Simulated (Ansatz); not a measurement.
Input and command of a plane-wave DFT calculation in Ansatz:

```yaml
crystal:
  lattice:
    - [2.0926592374, -2.0916384538, 0.1682114487]
    - [2.0926592374, 2.0916384538, 0.1682114487]
    - [-0.4138933015, 0.0, 5.1568627921]
  atoms:
    - { symbol: Cu, position: [-0.00575, 0.49425, 0.00185] }
    - { symbol: Cu, position: [0.49425, -0.00575, 0.50185] }
    - { symbol: O, position: [0.4942123166, 0.4942876835, 0.25185] }
    - { symbol: O, position: [0.4942876835, 0.4942123166, 0.75185] }
basis:
  ecutwfc: 420
kpoints:
  mp_grid: { grid: [14, 14, 8] }
  band_path:
    path:
      - [[0.0, 0.0, 0.0], [0.5, 0.5, 0.00014812], [0.4981528, 0.5018472, 0.00014812]]
      - [[-0.4981528, 0.4981528, 0.0], [0.0, 0.0, 0.0], [0.0, 0.0, -0.5], [-0.4981528, 0.4981528, -0.5]]
      - [[0.4981528, 0.5018472, -0.49985187], [0.5, 0.5, -0.49985187], [0.5, 0.5, 0.00014812]]
      - [[0.0, 0.0, 0.0], [0.0, 0.5, 7.406e-05], [0.0, 0.5, -0.49992593], [0.0, 0.0, -0.5], [0.5, 0.5, -0.49985187]]
    npoints: 14
hamiltonian:
  xc: pbe
  hubbard: { sites: [{ species: Cu, l: d, u_eff: 4.0 }] }
scf:
  occupations: { method: gaussian, width: 0.1 }
  n_extra_bands: 10
output:
  forces: true
  stress: true
  eigenvalues: true
  populations: true
  dos: { projected: true, de: 0.02, nscf_kmesh: { grid: [21, 21, 12] } }
  bader: true
  write_density: true
  write_potential: true
  elf: true
  volumetric_format: npy
```

```bash
ansatz run input.yaml --threads 1 --pin off --max-ram 2560MiB --backend cpu --events-out ev --progress --plain --runs-dir out
```

Processor: Arm Neoverse V2, 1 thread, on a host shared with other jobs.

**Question.** Estimate time, memory and problem size.

**Answer.** About 2.7 min on 1 thread of Arm Neoverse V2, with other jobs on the host, peak memory 2 GiB. It solves 35 bands at 429 k points (the mesh reduced by symmetry) with about 845 plane waves, in 11 SCF iterations.
